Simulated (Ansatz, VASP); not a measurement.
**One calculation of SiO2, two programs**

```xyz
6
Lattice="-2.4078 2.4078 3.6595 2.4078 -2.4078 3.6595 2.4078 2.4078 -3.6595" Properties=species:S:1:pos:R:3 pbc="T T T"
Si    0.0000    0.0000    0.0000
Si    0.0000    2.4078    1.8298
O     1.2039    3.0028    2.7446
O     0.5950    1.2039    0.9149
O    -1.2039    1.8127    2.7446
O    -0.5950    3.6116    0.9149
```

Alike in both runs: functional PBE; k mesh 6 × 6 × 6; occupations gaussian, width 0.02 eV; no spin polarisation.

Ansatz relaxed the structure, and its values are those at the end. VASP's run is a single point on that final structure, the one shown.

```csv
,VASP,Ansatz
version,VASP 6.6.1,Ansatz 0.2.0
potentials or method,"VASP PAW PBE potentials, release 64 (Si, O)","scalar-relativistic, plane waves, PAW"
plane-wave cutoff (eV),520,420
valence electrons in the cell,32,32
```

VASP gave:

| Item | Value |
| --- | --- |
| gap on the k mesh at the Fermi level (eV) | 6.05 |
| least direct gap on the mesh (eV) | 6.05 |
| pressure (GPa) | 2.7 |

Task: What did Ansatz give for the same quantities?

Result: gap on the k mesh at the Fermi level (eV): 6.05; least direct gap on the mesh (eV): 6.05; pressure (GPa): 2.6.

A k mesh can miss the band edges. Expect the measured gap to be larger: semilocal functionals such as PBE lack the derivative discontinuity.
